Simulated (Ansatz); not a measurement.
**TiO2: energy along a strain**

TiO2, I4_1/amd, a = 3.797 Å, c = 9.661 Å. The compound has several low-lying forms, and this is one of them. Ansatz: r2SCAN+U, PAW, 500 eV, Γ-centred 8×8×8 mesh on 6 atoms, Gaussian smearing 0.05 eV; U_eff Ti 4.00 eV; no spin polarisation. Cell vectors (Å): -1.898 1.898 4.831; 1.898 -1.898 4.831; 1.898 1.898 -4.831. The cell is strained by x per cent times the pattern (0 0 0 1 0 0) in the order xx yy zz yz xz xy (engineering shears), with fractional coordinates held. y is the free energy over the start, V0 = 11.605 Å³/atom. Symmetry makes y even in x.

| x (%) | y (meV/atom) |
| --- | --- |
| -2.00 | 1.54 |
| -1.00 | ? |
| 0.00 | 0.00 |
| 0.50 | 0.10 |
| 1.50 | 0.87 |
| 1.75 | 1.18 |

**Question.** Fit y = c2 x² + c4 x⁴ to the other rows, get the stiffness along the pattern, and predict the missing energy.

**Answer.** Least squares on the rows shown. y = 0.3887 x² − 0.0009755 x⁴. The clamped-ion stiffness p·C·p = 2 × 3.887 eV × 160.2 / 11.605 Å³ = 107 GPa, which is C44 in these axes. At x = -1.00 the fit asked for gives 0.39 meV/atom. The run gave 0.39 meV/atom, the same to the digits shown.

Cost: 6 runs of about 4.9 core-minutes in all, on Intel Xeon Platinum 8488C (Sapphire Rapids) (shared hosts).